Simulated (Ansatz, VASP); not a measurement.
Two plane-wave programs on Cs

```
Cs
1.0
    -2.88408    2.88408    2.88408
     2.88408   -2.88408    2.88408
     2.88408    2.88408   -2.88408
Cs
1
Direct
  0.00000 0.00000 0.00000
```

Alike in both runs: task single point; functional LDA; k mesh 8 × 8 × 8; occupations methfessel-paxton of order 1, width 0.03 eV; no spin polarisation.

```csv
,VASP,Ansatz
version,VASP 6.6.1,Ansatz 0.2.0
potentials or method,"VASP PAW LDA potentials, release 64 (Cs_sv)","plane waves (420 eV) with PAW, scalar-relativistic"
plane-wave cutoff (eV),520,420
valence electrons in the cell,9,9
```

|  | VASP | Ansatz | Ansatz less VASP |
| --- | --- | --- | --- |
| pressure (GPa) | 0.0 | 0.0 | +0.01 |

Ansatz warned: «pseudo_functional_mismatch».

Spin-orbit coupling is left out, which matters for the levels of Cs.
